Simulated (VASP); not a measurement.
# KCl (Fm-3m) in VASP: further runs

Runs on KCl. Level: PBE. Tasks: single point, relaxation of cell and atoms.

All numbers are computed with VASP 6.6.1; they aren't measurements. Logs are shortened: lines on timing, memory, paths and dates and some standing lists are left out, and cuts for length are marked.

**Measured values to compare with.**

From a printed reference work, monograph, for a bulk crystal of KCl: band gap 8.68 eV.

The results are compared with them further down.

### 1 The cell of the first run

Symmetry: Fm-3m, No. 225, cubic system. The conventional cell has a = 6.378 Å, b = 6.378 Å, c = 6.378 Å, α = 90.00°, β = 90.00°, γ = 90.00°. Within 4.2 Å of K (site symmetry m-3m) lie 6 Cl at 3.19 Å. Cl (site symmetry m-3m) has 6 K at 3.19 Å within 4.2 Å.

### 2 Single point, PBE

File INCAR:

```
SYSTEM = KCl
ALGO = Normal
EDIFF = 1E-6
ENCUT = 520
GGA = PE
ISIF = 2
ISMEAR = 0
LASPH = .TRUE.
LCHARG = .FALSE.
LREAL = .FALSE.
LWAVE = .FALSE.
NBANDS = 15
NELM = 80
PREC = Accurate
SIGMA = 0.02
```

File KPOINTS:

```
k-points
0
G
  6 6 6
  0 0 0
```

File POSCAR:

```
KCl
1.0
    0.0000000000      3.1891815558      3.1891815558
    3.1891815558      0.0000000000      3.1891815558
    3.1891815558      3.1891815558      0.0000000000
K Cl
1 1
Direct
    0.0000000000      0.0000000000      0.0000000000
    0.5000000000      0.5000000000      0.5000000000
```

Potentials or basis: VASP PAW PBE potentials, release 64 (K_sv, Cl).

Command:

```console
> cat potpaw_PBE.64/K_sv/POTCAR potpaw_PBE.64/Cl/POTCAR > POTCAR
> mpirun -np 1 vasp_std > vasp.out
```

OUTCAR:

```text
SYSTEM = KCl
   EDIFF = 1E-6
   ENCUT = 520
   GGA = PE
   ISIF = 2
   ISMEAR = 0
   LASPH = .TRUE.
   LREAL = .FALSE.
   NELM = 80
   PREC = Accurate

 ion  position               nearest neighbor table
   1  0.000  0.000  0.000-   2 3.19   2 3.19   2 3.19   2 3.19   2 3.19   2 3.19
   2  0.500  0.500  0.500-   1 3.19   1 3.19   1 3.19   1 3.19   1 3.19   1 3.19

  LATTYP: Found a face centered cubic cell.
 ALAT       =     6.3783631116

  Lattice vectors:

 A1 = (   0.0000000000,   3.1891815558,   3.1891815558)
 A2 = (   3.1891815558,   0.0000000000,   3.1891815558)
 A3 = (   3.1891815558,   3.1891815558,   0.0000000000)

Analysis of symmetry for initial positions (statically):
=====================================================================
 Subroutine PRICEL returns:
 Original cell was already a primitive cell.

 Routine SETGRP: Setting up the symmetry group for a
 face centered cubic supercell.

 Subroutine GETGRP returns: Found 48 space group operations
 (whereof 48 operations were pure point group operations)
 out of a pool of 48 trial point group operations.

The static configuration has the point symmetry O_h .

Analysis of symmetry for dynamics (positions and initial velocities):
=====================================================================
 Subroutine PRICEL returns:
 Original cell was already a primitive cell.

 Routine SETGRP: Setting up the symmetry group for a
 face centered cubic supercell.

 Subroutine GETGRP returns: Found 48 space group operations
 (whereof 48 operations were pure point group operations)
 out of a pool of 48 trial point group operations.

The dynamic configuration has the point symmetry O_h .

 Subroutine INISYM returns: Found 48 space group operations
 (whereof 48 operations are pure point group operations),
 and found     1 'primitive' translations

----------------------------------------------------------------------------------------

                                     Primitive cell

  volume of cell :      64.8736

  direct lattice vectors                    reciprocal lattice vectors
     0.000000000  3.189181556  3.189181556    -0.156780036  0.156780036  0.156780036
     3.189181556  0.000000000  3.189181556     0.156780036 -0.156780036  0.156780036
     3.189181556  3.189181556  0.000000000     0.156780036  0.156780036 -0.156780036

  length of vectors
     4.510183809  4.510183809  4.510183809     0.271550988  0.271550988  0.271550988

  position of ions in fractional coordinates (direct lattice)
     0.000000000  0.000000000  0.000000000
     0.500000000  0.500000000  0.500000000

  ion indices of the primitive-cell ions
   primitive index   ion index
                 1           1
                 2           2

----------------------------------------------------------------------------------------

 KPOINTS: k-points

Automatic generation of k-mesh.
 Grid dimensions read from file:
 generate k-points for:    6    6    6

 Generating k-lattice:

  Cartesian coordinates                     Fractional coordinates (reciprocal lattice)
    -0.026130006  0.026130006  0.026130006     0.166666667  0.000000000  0.000000000
     0.026130006 -0.026130006  0.026130006     0.000000000  0.166666667  0.000000000
     0.026130006  0.026130006 -0.026130006     0.000000000  0.000000000  0.166666667

  Length of vectors
     0.045258498  0.045258498  0.045258498

  Shift w.r.t. Gamma in fractional coordinates (k-lattice)
     0.000000000  0.000000000  0.000000000

 Subroutine IBZKPT returns following result:
 ===========================================

 Found     16 irreducible k-points:

 Following reciprocal coordinates:
            Coordinates               Weight
  0.000000  0.000000  0.000000      1.000000
  0.166667  0.000000  0.000000      8.000000
  0.333333  0.000000  0.000000      8.000000
  0.500000  0.000000  0.000000      4.000000
  0.166667  0.166667  0.000000      6.000000
  0.333333  0.166667  0.000000     24.000000
[... 8 lines left out ...]
 -0.333333  0.333333  0.166667     24.000000
 -0.333333  0.500000  0.166667     12.000000
   k-points           NKPTS =     16   k-points in BZ     NKDIM =     16   number of bands    NBANDS=     15
   number of dos      NEDOS =    301   number of ions     NIONS =      2
   total plane-waves  NPLWV =  46656
   dimension x,y,z NGX =    36 NGY =   36 NGZ =   36
   dimension x,y,z NGXF=    72 NGYF=   72 NGZF=   72
   ions per type =               1   1
   NGX,Y,Z   is equivalent  to a cutoff of  13.27, 13.27, 13.27 a.u.
   NGXF,Y,Z  is equivalent  to a cutoff of  26.54, 26.54, 26.54 a.u.
 SYSTEM =  KCl
   PREC   = accura    normal or accurate (medium, high low for compatibility)
   ISTART =      0    job   : 0-new  1-cont  2-samecut
   ICHARG =      2    charge: 1-file 2-atom 10-const
   ISPIN  =      1    spin polarized calculation?
   LNONCOLLINEAR =      F non collinear calculations
   LSORBIT =      F    spin-orbit coupling
   LASPH  =      T    aspherical Exc in radial PAW
   ENCUT  =  520.0 eV  38.22 Ry    6.18 a.u.   8.39  8.39  8.39*2*pi/ulx,y,z
   NELM   =     80;   NELMIN=  2; NELMDL= -5     # of ELM steps
   EDIFF  = 0.1E-05   stopping-criterion for ELM
   LREAL  =      F    real-space projection
   EDIFFG = 0.1E-04   stopping-criterion for IOM
   NSW    =      0    number of steps for IOM
   IBRION =     -1    ionic relax: 0-MD 1-quasi-New 2-CG
   NFREE  =      0    steps in history (QN), initial steepest desc. (CG)
   ISIF   =      2    stress and relaxation
   ISYM   =      2    0-nonsym 1-usesym 2-fastsym
   POTIM  = 0.5000    time-step for ionic-motion
   TEBEG  =    0.0;   TEEND  =   0.0 temperature during run
   PSTRESS=    0.0 pullay stress
   NELECT =      16.0000    total number of electrons
   NUPDOWN=      -1.0000    fix difference up-down
   EMIN   =  10.00;   EMAX   =-10.00  energy-range for DOS
   EFERMI =   0.00;   METHOD = LEGACY
   ISMEAR =     0;   SIGMA  =   0.02  broadening in eV -4-tet -1-fermi 0-gaus
   EFERMI_NEDOS =   21; number of points for ismear=-14 and -15
   IALGO  =     38    algorithm
   IMIX   =      4    mixing-type and parameters
     AMIX     =   0.40;   BMIX     =  1.00
     AMIX_MAG =   1.60;   BMIX_MAG =  1.00
  volume/ion in A,a.u.               =      32.44       218.89
  Fermi-wavevector in a.u.,A,eV,Ry     =   1.026657  1.940101 14.340889  1.054026
  Thomas-Fermi vector in A             =   2.160562
   LORBIT       =      0    0 simple, 1 ext, 2 COOP (PROOUT), +10 PAW based schemes
   GGA     = PE    functional components
   LHFCALC =     F    Hartree Fock is set to
   AEXX    =    0.0000 exact exchange contribution
   IVDW    =     0    specifies the selected vdW correction
   LEPSILON=     F    determine dielectric tensor
   LRPA    =     F    only Hartree local field effects (RPA)
 non-spin polarized calculation
 Gauss-broadening in eV      SIGMA  =   0.02
  energy-cutoff  :      520.00
  volume of cell :       64.87
 maximum number of plane-waves:      1807
 NGX is ok and might be reduce to    36
   NGX = 17   NGY = 17   NGZ = 17

 number of electron      15.9999998 magnetization

 Free energy of the ion-electron system (eV)
  ---------------------------------------------------
  ext. energy  EPLUGINS =         0.00000000
  ---------------------------------------------------
  free energy    TOTEN  =        -6.81093024 eV

  energy without entropy =       -6.81093024  energy(sigma->0) =       -6.81093024

 E-fermi :  -1.8021     XC(G=0):  -7.3754

 val. band max:       -1.9980738940   @ k =   0.0000   0.0000   0.0000
 cond. band min:       3.0522239662   @ k =   0.0000   0.0000   0.0000
 fundamental gap:      5.0502978602
 Fermi energy:        -1.8021236786

 k-point     1 :       0.0000    0.0000    0.0000
  band No.  band energies     occupation
      1     -29.2968      2.00000
      2     -14.0718      2.00000
      3     -12.7567      2.00000
      4     -12.7567      2.00000
      5     -12.7567      2.00000
      6      -1.9981      2.00000
      7      -1.9981      2.00000
      8      -1.9981      2.00000
      9       3.0522      0.00000
     10       6.3568      0.00000
     11       6.3568      0.00000
     12       6.3568      0.00000
     13       7.2114      0.00000
     14       7.2114      0.00000
     15      10.8372      0.00000

 k-point     2 :       0.1667    0.0000    0.0000
  band No.  band energies     occupation
      1     -29.2946      2.00000
      2     -14.1195      2.00000
      3     -12.7588      2.00000
      4     -12.7588      2.00000
      5     -12.6971      2.00000
      6      -2.2911      2.00000
      7      -2.0752      2.00000
      8      -2.0752      2.00000
      9       3.6644      0.00000
     10       6.1779      0.00000
     11       6.6869      0.00000
     12       6.6869      0.00000
     13       7.5589      0.00000
     14       7.5589      0.00000
     15      11.6909      0.00000

 k-point     3 :       0.3333    0.0000    0.0000
  band No.  band energies     occupation
      1     -29.2903      2.00000
      2     -14.2047      2.00000
      3     -12.7630      2.00000
      4     -12.7630      2.00000
      5     -12.5876      2.00000
      6      -2.7747      2.00000
      7      -2.2218      2.00000
      8      -2.2218      2.00000
      9       4.8874      0.00000
     10       6.1808      0.00000
     11       7.5804      0.00000
     12       7.5804      0.00000
     13       8.4413      0.00000
     14       8.4413      0.00000
     15      10.5848      0.00000

 k-point     4 :       0.5000    0.0000    0.0000
  band No.  band energies     occupation
      1     -29.2882      2.00000
      2     -14.2434      2.00000
      3     -12.7651      2.00000
      4     -12.7651      2.00000
      5     -12.5365      2.00000
      6      -2.9835      2.00000
      7      -2.2917      2.00000
      8      -2.2917      2.00000
      9       5.4740      0.00000
     10       6.4400      0.00000
     11       8.3941      0.00000
     12       8.3941      0.00000
     13       9.2649      0.00000
     14       9.2649      0.00000
     15       9.8582      0.00000
[... 163 lines left out ...]
 k-point    14 :       0.5000    0.3333    0.1667
  band No.  band energies     occupation
      1     -29.2876      2.00000
      2     -14.1298      2.00000
      3     -12.8087      2.00000
      4     -12.7865      2.00000
      5     -12.6562      2.00000
      6      -2.7051      2.00000
      7      -2.2877      2.00000
      8      -2.2843      2.00000
      9       5.4992      0.00000
     10       5.6506      0.00000
     11       7.7989      0.00000
     12       8.4424      0.00000
     13       8.5071      0.00000
     14       8.7739      0.00000
     15       9.5991      0.00000

 k-point    15 :      -0.3333    0.3333    0.1667
  band No.  band energies     occupation
      1     -29.2863      2.00000
      2     -14.1182      2.00000
      3     -12.8219      2.00000
      4     -12.8061      2.00000
      5     -12.6510      2.00000
      6      -2.6671      2.00000
      7      -2.4121      2.00000
      8      -2.3264      2.00000
      9       5.8740      0.00000
     10       6.1099      0.00000
     11       7.5642      0.00000
     12       7.8435      0.00000
     13       9.0467      0.00000
     14       9.5634      0.00000
     15       9.7161      0.00000

 k-point    16 :      -0.3333    0.5000    0.1667
  band No.  band energies     occupation
      1     -29.2856      2.00000
      2     -14.0490      2.00000
      3     -12.8588      2.00000
      4     -12.8223      2.00000
      5     -12.7060      2.00000
      6      -2.5446      2.00000
      7      -2.3907      2.00000
      8      -2.3400      2.00000
      9       5.2438      0.00000
     10       6.8038      0.00000
     11       6.8852      0.00000
     12       8.0008      0.00000
     13       8.8126      0.00000
     14       9.5464      0.00000
     15      10.0694      0.00000

------------------------ aborting loop because EDIFF is reached ----------------------------------------

  FORCE on cell =-STRESS in cart. coord.  units (eV):
  Direction    XX          YY          ZZ          XY          YZ          ZX
  --------------------------------------------------------------------------------------
  -------------------------------------------------------------------------------------
  Total        0.0179312      0.0179312      0.0179312      0.0000000      0.0000000     -0.0000000
  in kB        0.4428464      0.4428464      0.4428464      0.0000000      0.0000000     -0.0000000
  external PRESSURE =       0.4428464 kB  Pullay stress =       0.0000000 kB

 VOLUME and BASIS-vectors are now :
 -----------------------------------------------------------------------------
  energy-cutoff  :      520.00
  volume of cell :       64.87
      direct lattice vectors                 reciprocal lattice vectors
     0.000000000  3.189181556  3.189181556    -0.156780036  0.156780036  0.156780036
     3.189181556  0.000000000  3.189181556     0.156780036 -0.156780036  0.156780036
     3.189181556  3.189181556  0.000000000     0.156780036  0.156780036 -0.156780036

 POSITION                                       TOTAL-FORCE (eV/Angst)
 -----------------------------------------------------------------------------------
      0.00000      0.00000      0.00000         0.000000      0.000000      0.000000
      3.18918      3.18918      3.18918         0.000000     -0.000000     -0.000000
 -----------------------------------------------------------------------------------
    total drift:                                0.000000      0.000000      0.000000

  FREE ENERGIE OF THE ION-ELECTRON SYSTEM (eV)
  ---------------------------------------------------
  free  energy   TOTEN  =        -6.8109302359 eV

  energy  without entropy=       -6.8109302359  energy(sigma->0) =       -6.81093024
```

Wall time 8.1 s (1 thread of Intel Xeon 6975P-C (Granite Rapids), shared host); peak memory 0.2 GiB.

What came out:

```yaml
Free_energy: -6.8109 eV
Pressure: 0.0 GPa
Band_gap_on_the_k_mesh: 5.05 eV, direct
```

Levels at points of the mesh, in eV from the valence-band top:
```tsv
k point	band 4	band 5	band 6	band 7	band 8	band 9	band 10	band 11	band 12	band 13
(0.00, 0.00, 0.00)	-10.76	-10.76	0.00	0.00	0.00	5.05	8.35	8.35	8.35	9.21
(0.50, 0.00, 0.00)	-10.77	-10.54	-0.99	-0.29	-0.29	7.47	8.44	10.39	10.39	11.26
(0.50, 0.50, 0.00)	-10.81	-10.81	-0.63	-0.21	-0.21	6.56	8.16	9.83	10.16	10.46
```

### 3 Single point, PBE (volume scaled by 1.03)

File INCAR:

```
SYSTEM = KCl
PREC = Accurate
ENCUT = 520
EDIFF = 1E-6
ISMEAR = 0
SIGMA = 0.02
LREAL = .False.
LASPH = .True.
NELM = 60
ALGO = Normal
ISIF = 2
LWAVE = .False.
LCHARG = .True.
GGA = PE
LELF = .True.
LVHAR = .True.
NBANDS = 15
```

File KPOINTS:

```
regular mesh
0
Gamma
  6 6 6
  0 0 0
```

File POSCAR:

```
KCl
1.0
    0.0000000000      3.2207596645      3.2207596645
    3.2207596645      0.0000000000      3.2207596645
    3.2207596645      3.2207596645      0.0000000000
K Cl
1 1
Direct
    0.0000000000      0.0000000000      0.0000000000
    0.5000000000      0.5000000000      0.5000000000
```

Potentials or basis: VASP PAW PBE potentials, release 64 (K_sv, Cl).

Command:

```console
> cat potpaw_PBE.64/K_sv/POTCAR potpaw_PBE.64/Cl/POTCAR > POTCAR
> mpirun -np 1 vasp_std > vasp.out
```

OUTCAR:

```text
SYSTEM = KCl
   PREC = Accurate
   ENCUT = 520
   EDIFF = 1E-6
   ISMEAR = 0
   LREAL = .False.
   LASPH = .True.
   NELM = 60
   ISIF = 2
   GGA = PE

 ion  position               nearest neighbor table
   1  0.000  0.000  0.000-   2 3.22   2 3.22   2 3.22   2 3.22   2 3.22   2 3.22
   2  0.500  0.500  0.500-   1 3.22   1 3.22   1 3.22   1 3.22   1 3.22   1 3.22

  LATTYP: Found a face centered cubic cell.
 ALAT       =     6.4415193290

  Lattice vectors:

 A1 = (   0.0000000000,   3.2207596645,   3.2207596645)
 A2 = (   3.2207596645,   0.0000000000,   3.2207596645)
[... 464 lines left out ...]

  FORCE on cell =-STRESS in cart. coord.  units (eV):
  Direction    XX          YY          ZZ          XY          YZ          ZX
  --------------------------------------------------------------------------------------
  -------------------------------------------------------------------------------------
  Total       -0.1722538     -0.1722538     -0.1722538     -0.0000000     -0.0000000     -0.0000000
  in kB       -4.1302330     -4.1302330     -4.1302330     -0.0000000     -0.0000000     -0.0000000
  external PRESSURE =      -4.1302330 kB  Pullay stress =       0.0000000 kB

 VOLUME and BASIS-vectors are now :
 -----------------------------------------------------------------------------
  energy-cutoff  :      520.00
  volume of cell :       66.82
      direct lattice vectors                 reciprocal lattice vectors
     0.000000000  3.220759665  3.220759665    -0.155242878  0.155242878  0.155242878
     3.220759665  0.000000000  3.220759665     0.155242878 -0.155242878  0.155242878
     3.220759665  3.220759665  0.000000000     0.155242878  0.155242878 -0.155242878

 POSITION                                       TOTAL-FORCE (eV/Angst)
 -----------------------------------------------------------------------------------
      0.00000      0.00000      0.00000         0.000000     -0.000000      0.000000
      3.22076      3.22076      3.22076        -0.000000      0.000000     -0.000000
 -----------------------------------------------------------------------------------
    total drift:                                0.000000      0.000000      0.000000

  FREE ENERGIE OF THE ION-ELECTRON SYSTEM (eV)
  ---------------------------------------------------
  free  energy   TOTEN  =        -6.8090971399 eV

  energy  without entropy=       -6.8090971399  energy(sigma->0) =       -6.80909714
```

OSZICAR:

```text
N       E                     dE             d eps       ncg     rms          rms(c)
DAV:   1     0.103993356347E+03    0.10399E+03   -0.70774E+03   480   0.948E+02
DAV:   2    -0.717701533071E+00   -0.10471E+03   -0.97579E+02   643   0.235E+02
DAV:   3    -0.688723549226E+01   -0.61695E+01   -0.61367E+01   655   0.518E+01
DAV:   4    -0.712023768856E+01   -0.23300E+00   -0.23298E+00   750   0.886E+00
DAV:   5    -0.712210172619E+01   -0.18640E-02   -0.18640E-02   676   0.859E-01    0.306E+00
DAV:   6    -0.681194827091E+01    0.31015E+00   -0.45107E-01   599   0.325E+00    0.247E+00
DAV:   7    -0.679479471650E+01    0.17154E-01   -0.10705E-01   648   0.179E+00    0.146E+00
DAV:   8    -0.680761879435E+01   -0.12824E-01   -0.17400E-02   629   0.964E-01    0.187E-01
DAV:   9    -0.680845038185E+01   -0.83159E-03   -0.11590E-03   634   0.210E-01    0.102E-01
DAV:  10    -0.680908908221E+01   -0.63870E-03   -0.67747E-04   508   0.165E-01    0.220E-02
DAV:  11    -0.680909335097E+01   -0.42688E-05   -0.26384E-05   688   0.275E-02    0.613E-03
DAV:  12    -0.680909661767E+01   -0.32667E-05   -0.33173E-06   500   0.131E-02    0.475E-03
DAV:  13    -0.680909713993E+01   -0.52226E-06   -0.78882E-07   472   0.497E-03
   1 F= -.68090971E+01 E0= -.68090971E+01  d E =-.537264E-13
```

Wall time 7.7 s (1 thread of Intel Xeon 6975P-C (Granite Rapids), shared host); peak memory 0.2 GiB.

Results:

| Item | Value |
| --- | --- |
| Free energy | -6.8091 eV |
| Pressure | -0.4 GPa |
| Band gap on the k mesh | 4.95 eV, direct |

### 4 Single point, PBE (volume scaled by 1.06)

File INCAR:

```
ALGO = Normal
EDIFF = 1E-6
ENCUT = 520
GGA = PE
ISIF = 2
ISMEAR = 0
LASPH = True
LCHARG = False
LREAL = False
LWAVE = False
NBANDS = 15
NELM = 100
PREC = Accurate
SIGMA = 0.02
```

File KPOINTS:

```
k-points
0
Gamma
  6 6 6
```

File POSCAR:

```
KCl
1.0
    0.0000000000      3.2517304073      3.2517304073
    3.2517304073      0.0000000000      3.2517304073
    3.2517304073      3.2517304073      0.0000000000
K Cl
1 1
Direct
    0.0000000000      0.0000000000      0.0000000000
    0.5000000000      0.5000000000      0.5000000000
```

Command:

```console
> cat potpaw_PBE.64/K_sv/POTCAR potpaw_PBE.64/Cl/POTCAR > POTCAR
> mpirun -np 1 vasp_std > vasp.out
```

Wall time 7.8 s (1 thread of Intel Xeon 6975P-C (Granite Rapids), shared host); peak memory 0.2 GiB.

It converged, with:

```yaml
Free_energy: -6.8021 eV
Pressure: -0.8 GPa
Band_gap_on_the_k_mesh: 4.86 eV, direct
```

Levels at points of the mesh, in eV from the valence-band top:
```csv
k point,band 6,band 7,band 8,band 9,band 10,band 11
"(0.00, 0.00, 0.00)",0.00,0.00,0.00,4.86,8.31,8.31
"(0.50, 0.00, 0.00)",-0.89,-0.25,-0.25,7.30,8.20,10.19
"(0.50, 0.50, 0.00)",-0.59,-0.20,-0.20,6.59,7.91,9.50
```

(Continued in part 2 of 2.)
